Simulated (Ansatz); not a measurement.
HfO2: single point with PBE

HfO2:

```xyz
6
Lattice="3.5580 0.0000 0.0000 0.0000 3.5580 0.0000 0.0000 0.0000 5.1719" Properties=species:S:1:pos:R:3 pbc="T T T"
Hf    0.0000    0.0000    0.0000
Hf    1.7790    1.7790    2.5859
O     0.0000    1.7790    1.0199
O     1.7790    0.0000    1.5660
O     1.7790    0.0000    4.1519
O     0.0000    1.7790    3.6059
```

Measurements of this composition are mostly on another form, of space group No. 14.

* Program: Ansatz 0.2.0
* Task: single point
* Functional: PBE
* Potentials or basis: Ansatz PAW
* Cutoff: 420 eV (not typed: the program's choice for these potentials)
* k mesh: 8 × 8 × 5
* Occupations: gaussian, width 0.011 eV
* Spin: no spin polarisation

```json
{
 "Pressure": "10.0 GPa",
 "Largest force": "0.140 eV/Å",
 "Band gap on the k mesh": "4.78 eV, indirect (least direct gap 4.84 eV)"
}
```

Forces in eV/Å, atoms in the order of the input:
```
Hf   0.000  0.000  0.000
Hf   0.000  0.000  0.000
O    0.000  0.000  0.140
O    0.000  0.000 -0.140
O    0.000  0.000 -0.140
O    0.000  0.000  0.140
```

Stress tensor (GPa, compression positive):
```
10.31  0.00  0.00
 0.00 10.31  0.00
 0.00  0.00  9.39
```

Levels at points of the mesh, in eV from the valence-band top:
```
             k point  band 35  band 36  band 37  band 38  band 39  band 40  band 41  band 42
  (0.00, 0.00, 0.00)    -0.67    -0.12    -0.06    -0.06     4.78     4.79     6.03     6.25
 (0.00, -0.50, 0.00)    -1.40    -1.40    -0.14    -0.14     5.19     5.19     6.21     6.21
(-0.50, -0.50, 0.00)    -0.79    -0.79    -0.49    -0.49     5.82     5.82     6.20     6.20
```

Run time: 2.5 s on 2 threads of Intel(R) Xeon(R) 6975P-C (Granite Rapids), with other jobs on the host, peak memory 0.47 GiB.

Caveat: odd divisions of the mesh miss points on the zone boundary, where band edges often lie, so the gap on the mesh can be too wide; the pressure holds a Pulay correction of +0.8 GPa for the finite cutoff; spin-orbit coupling is left out, which moves the levels of the heavy elements. A k mesh can miss the band edges.
